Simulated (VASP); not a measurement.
# ZrSe2 (P-3m1) in VASP: notebook

The runs below take ZrSe2 through relaxation of cell and atoms, with PBE+D3(BJ).

All numbers are computed with VASP 6.6.1; they aren't measurements. Logs are shortened: lines on timing, memory, paths and dates and some standing lists are left out, and cuts for length are marked.

## 1. The crystal as given

The structure is trigonal, space group P-3m1 (No. 164). Conventional cell: a = 3.798 Å, b = 3.798 Å, c = 6.192 Å, α = 90.00°, β = 90.00°, γ = 120.00°. Zr (site symmetry -3m) has 6 Se at 2.68 Å as nearest neighbours. Around Se (site symmetry 3m) lie 3 Zr at 2.68 Å.

## 2. Relaxation of cell and atoms, PBE+D3(BJ)

INCAR reads:

```
SYSTEM = ZrSe2
PREC = Accurate
ENCUT = 600
EDIFF = 1E-6
ISMEAR = 0
SIGMA = 0.03
LREAL = .FALSE.
LASPH = .TRUE.
NELM = 80
ALGO = Normal
ISIF = 3
LWAVE = .FALSE.
LCHARG = .FALSE.
GGA = PE
IVDW = 12
IBRION = 2
NSW = 90
EDIFFG = -0.01
KPAR = 4
```

KPOINTS reads:

```
regular mesh
0
G
  9 9 5
  0 0 0
```

POSCAR reads:

```
ZrSe2
1.0
    3.7980000000      0.0000000000      0.0000000000
   -1.8990000000      3.2891644836      0.0000000000
    0.0000000000      0.0000000000      6.1920000000
Zr Se
1 2
Direct
    0.0000000000      0.0000000000      0.0000000000
    0.3333333333      0.6666666667      0.2500000000
    0.6666666667      0.3333333333      0.7500000000
```

Potentials or basis: VASP PAW PBE potentials, release 64 (Zr_sv, Se).

Started as:

```console
$ cat potpaw_PBE.64/Zr_sv/POTCAR potpaw_PBE.64/Se/POTCAR > POTCAR
$ mpirun -np 4 vasp_std > vasp.out
```

OUTCAR:

```text
SYSTEM = ZrSe2
   PREC = Accurate
   ENCUT = 600
   EDIFF = 1E-6
   ISMEAR = 0
   LREAL = .FALSE.
   LASPH = .TRUE.
   NELM = 80
   ISIF = 3
   GGA = PE
   IVDW = 12
   IBRION = 2
   NSW = 90
   EDIFFG = -0.01
 IVDW          = 12

 ion  position               nearest neighbor table
   1  0.000  0.000  0.000-   2 2.68   3 2.68   3 2.68   2 2.68   3 2.68   2 2.68
   2  0.333  0.667  0.250-   1 2.68   1 2.68   1 2.68
   3  0.667  0.333  0.750-   1 2.68   1 2.68   1 2.68

  LATTYP: Found a hexagonal cell.
 ALAT       =     3.7980000000
 C/A-ratio  =     1.6303317536

  Lattice vectors:

 A1 = (   3.7980000000,   0.0000000000,   0.0000000000)
 A2 = (  -1.8990000000,   3.2891644836,   0.0000000000)
 A3 = (   0.0000000000,   0.0000000000,   6.1920000000)

Analysis of symmetry for initial positions (statically):
=====================================================================
 Subroutine PRICEL returns:
 Original cell was already a primitive cell.

 Routine SETGRP: Setting up the symmetry group for a
 hexagonal supercell.

 Subroutine GETGRP returns: Found 12 space group operations
 (whereof 12 operations were pure point group operations)
 out of a pool of 24 trial point group operations.

The static configuration has the point symmetry D_3d.

Analysis of symmetry for dynamics (positions and initial velocities):
=====================================================================
 Subroutine PRICEL returns:
 Original cell was already a primitive cell.

 Routine SETGRP: Setting up the symmetry group for a
 hexagonal supercell.

 Subroutine GETGRP returns: Found 12 space group operations
 (whereof 12 operations were pure point group operations)
 out of a pool of 24 trial point group operations.

The dynamic configuration has the point symmetry D_3d.

 Subroutine INISYM returns: Found 12 space group operations
 (whereof 12 operations are pure point group operations),
 and found     1 'primitive' translations

----------------------------------------------------------------------------------------

                                     Primitive cell

  volume of cell :      77.3520

  direct lattice vectors                    reciprocal lattice vectors
     3.798000000  0.000000000  0.000000000     0.263296472  0.152014289  0.000000000
    -1.899000000  3.289164484  0.000000000     0.000000000  0.304028578  0.000000000
     0.000000000  0.000000000  6.192000000     0.000000000  0.000000000  0.161498708

  length of vectors
     3.798000000  3.798000000  6.192000000     0.304028578  0.304028578  0.161498708

  position of ions in fractional coordinates (direct lattice)
     0.000000000  0.000000000  0.000000000
     0.333333333  0.666666667  0.250000000
     0.666666667  0.333333333  0.750000000

  ion indices of the primitive-cell ions
   primitive index   ion index
                 1           1
                 2           2
                 3           3

----------------------------------------------------------------------------------------

 KPOINTS: regular mesh

Automatic generation of k-mesh.
 Grid dimensions read from file:
 generate k-points for:    9    9    5

 Generating k-lattice:

  Cartesian coordinates                     Fractional coordinates (reciprocal lattice)
     0.029255164  0.016890477  0.000000000     0.111111111  0.000000000  0.000000000
     0.000000000  0.033780953  0.000000000     0.000000000  0.111111111  0.000000000
     0.000000000  0.000000000  0.032299742     0.000000000  0.000000000  0.200000000

  Length of vectors
     0.033780953  0.033780953  0.032299742

  Shift w.r.t. Gamma in fractional coordinates (k-lattice)
     0.000000000  0.000000000  0.000000000

 Subroutine IBZKPT returns following result:
 ===========================================

 Found     50 irreducible k-points:

 Following reciprocal coordinates:
            Coordinates               Weight
  0.000000  0.000000  0.000000      1.000000
  0.111111  0.000000  0.000000      6.000000
  0.222222  0.000000  0.000000      6.000000
  0.333333 -0.000000  0.000000      6.000000
  0.444444  0.000000  0.000000      6.000000
  0.111111  0.111111  0.000000      6.000000
[... 16 lines left out ...]
  0.222222  0.111111  0.200000     12.000000
 -0.111111  0.333333  0.200000     12.000000
 [... further k-points ...]
   k-points           NKPTS =     50   k-points in BZ     NKDIM =     50   number of bands    NBANDS=     16
   number of dos      NEDOS =    301   number of ions     NIONS =      3
   total plane-waves  NPLWV =  45000
   dimension x,y,z NGX =    30 NGY =   30 NGZ =   50
   dimension x,y,z NGXF=    60 NGYF=   60 NGZF=  100
   ions per type =               1   2
   NGX,Y,Z   is equivalent  to a cutoff of  13.13, 13.13, 13.42 a.u.
   NGXF,Y,Z  is equivalent  to a cutoff of  26.26, 26.26, 26.85 a.u.
 SYSTEM =  ZrSe2
   PREC   = accura    normal or accurate (medium, high low for compatibility)
   ISTART =      0    job   : 0-new  1-cont  2-samecut
   ICHARG =      2    charge: 1-file 2-atom 10-const
   ISPIN  =      1    spin polarized calculation?
   LNONCOLLINEAR =      F non collinear calculations
   LSORBIT =      F    spin-orbit coupling
   LASPH  =      T    aspherical Exc in radial PAW
   ENCUT  =  600.0 eV  44.10 Ry    6.64 a.u.   7.59  7.59 12.37*2*pi/ulx,y,z
   NELM   =     80;   NELMIN=  2; NELMDL= -5     # of ELM steps
   EDIFF  = 0.1E-05   stopping-criterion for ELM
   LREAL  =      F    real-space projection
   EDIFFG = -.1E-01   stopping-criterion for IOM
   NSW    =     90    number of steps for IOM
   IBRION =      2    ionic relax: 0-MD 1-quasi-New 2-CG
   NFREE  =      1    steps in history (QN), initial steepest desc. (CG)
   ISIF   =      3    stress and relaxation
   ISYM   =      2    0-nonsym 1-usesym 2-fastsym
   POTIM  = 0.5000    time-step for ionic-motion
   TEBEG  =    0.0;   TEEND  =   0.0 temperature during run
   PSTRESS=    0.0 pullay stress
   NELECT =      24.0000    total number of electrons
   NUPDOWN=      -1.0000    fix difference up-down
   EMIN   =  10.00;   EMAX   =-10.00  energy-range for DOS
   EFERMI =   0.00;   METHOD = LEGACY
   ISMEAR =     0;   SIGMA  =   0.03  broadening in eV -4-tet -1-fermi 0-gaus
   EFERMI_NEDOS =   21; number of points for ismear=-14 and -15
   IALGO  =     38    algorithm
   IMIX   =      4    mixing-type and parameters
     AMIX     =   0.40;   BMIX     =  1.00
     AMIX_MAG =   1.60;   BMIX_MAG =  1.00
  volume/ion in A,a.u.               =      25.78       174.00
  Fermi-wavevector in a.u.,A,eV,Ry     =   1.108293  2.094371 16.712230  1.228314
  Thomas-Fermi vector in A             =   2.244819
   LORBIT       =      0    0 simple, 1 ext, 2 COOP (PROOUT), +10 PAW based schemes
   GGA     = PE    functional components
   LHFCALC =     F    Hartree Fock is set to
   AEXX    =    0.0000 exact exchange contribution
   IVDW    =    12    specifies the selected vdW correction
   LEPSILON=     F    determine dielectric tensor
   LRPA    =     F    only Hartree local field effects (RPA)
 conjugate gradient relaxation of ions
 non-spin polarized calculation
 Gauss-broadening in eV      SIGMA  =   0.03
  energy-cutoff  :      600.00
  volume of cell :       77.35
 maximum number of plane-waves:      2605
   NGX = 15   NGY = 15   NGZ = 25

--------------------------------------- Ionic step        1  -------------------------------------------

 number of electron      24.0000000 magnetization

 Free energy of the ion-electron system (eV)
  ---------------------------------------------------
  ext. energy  EPLUGINS =         0.00000000
  ---------------------------------------------------
  free energy    TOTEN  =       -19.56682681 eV

  energy without entropy =      -19.56682681  energy(sigma->0) =      -19.56682681

------------------------ aborting loop because EDIFF is reached ----------------------------------------

 Edisp (eV)   -1.14257

 E8    (eV) :    -0.5144

  FORCE on cell =-STRESS in cart. coord.  units (eV):
  Direction    XX          YY          ZZ          XY          YZ          ZX
  --------------------------------------------------------------------------------------
  -------------------------------------------------------------------------------------
  Total      -0.48961    -0.48961     0.32923     0.00000     0.00000     0.00000
  in kB     -10.14119   -10.14119     6.81933     0.00000     0.00000     0.00000
  external pressure =       -4.49 kB  Pullay stress =        0.00 kB
[... 100 lines left out ...]
  FREE ENERGIE OF THE ION-ELECTRON SYSTEM (eV)
  ---------------------------------------------------
  free  energy   TOTEN  =       -20.7294754790 eV

  energy  without entropy=      -20.7294754712  energy(sigma->0) =      -20.72947548

[... ionic steps 4 to 12 ...]

--------------------------------------- Ionic step       13  -------------------------------------------

 number of electron      23.9999999 magnetization

------------------------ aborting loop because EDIFF is reached ----------------------------------------

 Edisp (eV)   -1.21633

 E8    (eV) :    -0.5481
[... 71 lines left out ...]
  energy  without entropy=      -20.7428269339  energy(sigma->0) =      -20.74288581

--------------------------------------- Ionic step       15  -------------------------------------------

 number of electron      23.9999999 magnetization

 Free energy of the ion-electron system (eV)
  ---------------------------------------------------
  ext. energy  EPLUGINS =         0.00000000
  ---------------------------------------------------
  free energy    TOTEN  =       -19.52720312 eV

  energy without entropy =      -19.52710773  energy(sigma->0) =      -19.52715543

 E-fermi :   5.0378     XC(G=0):  -9.7871

 val. band max:        5.0250829632   @ k =   0.0000   0.0000   0.0000
 cond. band min:       5.0735545161   @ k =   0.0000   0.4444   0.4000
 fundamental gap:      0.0484715529
 Fermi energy:         5.0377706286

 k-point     1 :       0.0000    0.0000    0.0000
  band No.  band energies     occupation
      1     -44.5686      2.00000
      2     -22.6259      2.00000
      3     -22.5061      2.00000
      4     -22.5061      2.00000
      5      -8.5413      2.00000
      6      -7.1359      2.00000
[... 8 lines left out ...]
     15       6.2472      0.00000
     16       8.9665      0.00000
[... 420 lines left out ...]
  band No.  band energies     occupation
      1     -44.5592      2.00000
      2     -22.6336      2.00000
      3     -22.5938      2.00000
      4     -22.5427      2.00000
      5      -7.8199      2.00000
      6      -7.2185      2.00000
[... 8 lines left out ...]
     15       7.6971      0.00000
     16       8.5244      0.00000

 [... further k-points ...]

------------------------ aborting loop because EDIFF is reached ----------------------------------------

 Edisp (eV)   -1.21589

 E8    (eV) :    -0.5478

  FORCE on cell =-STRESS in cart. coord.  units (eV):
  Direction    XX          YY          ZZ          XY          YZ          ZX
  --------------------------------------------------------------------------------------
  -------------------------------------------------------------------------------------
  Total      -0.02277    -0.02277     0.01630     0.00000     0.00000    -0.00000
  in kB      -0.49951    -0.49951     0.35749     0.00000     0.00000    -0.00000
  external pressure =       -0.21 kB  Pullay stress =        0.00 kB
[... 18 lines left out ...]
  FREE ENERGIE OF THE ION-ELECTRON SYSTEM (eV)
  ---------------------------------------------------
  free  energy   TOTEN  =       -20.7430919900 eV

  energy  without entropy=      -20.7429966001  energy(sigma->0) =      -20.74304430

 reached required accuracy - stopping structural energy minimisation
```

Wall time 2.2 min (4 MPI ranks of AMD EPYC 9R14 (Zen 4), shared host); peak memory 0.26 GiB.

Results:

```
Free energy                            : -20.7431 eV
Relaxed volume                         : 24.35 Å³/atom
Relaxed cell                           : a = 3.740 Å, b = 3.740 Å, c = 6.028 Å, α = 90.00°, β = 90.00°, γ = 120.00°
Space group after relaxing (to 0.05 Å) : P-3m1 (No. 164)
Energy gained by relaxing              : 11.2 meV/atom
Ionic steps                            : 15
Pressure after relaxing                : 0.0 GPa
Band gap on the k mesh                 : 0.05 eV, indirect (least direct gap 0.93 eV)
Dispersion energy per atom             : -0.405 eV
```

Step by step:
```csv
step,energy change (eV),largest force (eV/Å),pressure (GPa),volume (Å³)
1,0.0000,0.3158,-0.45,77.35
2,-0.0147,0.2208,-0.25,76.54
3,-0.0201,0.1203,-0.05,75.74
4,-0.0234,0.0781,-0.26,75.51
5,-0.0293,0.0461,-0.82,74.83
6,-0.0299,0.1058,-1.05,74.51
7,-0.0311,0.0914,-0.91,74.25
8,-0.0332,0.0493,-0.45,73.48
9,-0.0312,0.0363,0.54,71.94
10,-0.0335,0.0243,-0.19,73.08
11,-0.0335,0.0227,-0.19,73.05
12,-0.0334,0.0115,-0.05,72.85
13,-0.0335,0.0212,-0.15,73.02
14,-0.0335,0.0160,-0.12,73.02
15,-0.0337,0.0013,-0.02,73.04
```

Final structure:
```
Zr Se
1.0
     3.74035    0.00000    0.00000
    -1.87018    3.23924    0.00000
     0.00000    0.00000    6.02807
Zr Se
1 2
Direct
  0.00000 0.00000 0.00000
  0.33333 0.66667 0.26500
  0.66667 0.33333 0.73500
```

Levels at points of the mesh, in eV from the valence-band top:
| k point | band 8 | band 9 | band 10 | band 11 | band 12 | band 13 | band 14 | band 15 | band 16 |
| --- | --- | --- | --- | --- | --- | --- | --- | --- | --- |
| (0.00, 0.00, 0.00) | -2.77 | -2.77 | -0.12 | -0.12 | 0.00 | 0.93 | 0.93 | 1.22 | 3.94 |

Caveat: an odd mesh through Γ misses points on the zone boundary, where band edges often lie.

(Continued in part 2 of 3.)
